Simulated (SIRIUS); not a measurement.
Runs of SIRIUS 7.12.0 on Hf. It takes space group Pm-3m (No. 221, cubic). The conventional cell has a = 2.914 Å, b = 2.914 Å, c = 2.914 Å, α = 90.00°, β = 90.00°, γ = 90.00°. Hf (site symmetry m-3m) has 6 Hf at 2.91 Å as nearest neighbours. The cell was built by a generator and needn't be a form met in nature.

```tsv
level	V0 of scaled cells (Å³/atom)	B0 (GPa)
BLYP	25.72	73
revPBE	25.31	73
AM05	(b)	80
WC	23.60	81
PBEsol	23.52	81
RPBE	25.53	72
PW91	(a)	77
```

Alike in all rows: task equation of state; potentials or basis all-electron FP-LAPW, apw+lo standard; no spin polarisation; cell as given; k mesh 9 × 9 × 9; cutoff (eV) 164; smearing fermi-dirac 0.05 eV.

Q: Estimate the missing entries.

A: (a) 24.63; (b) 23.49.

Runs at the PBE level aren't shown here.
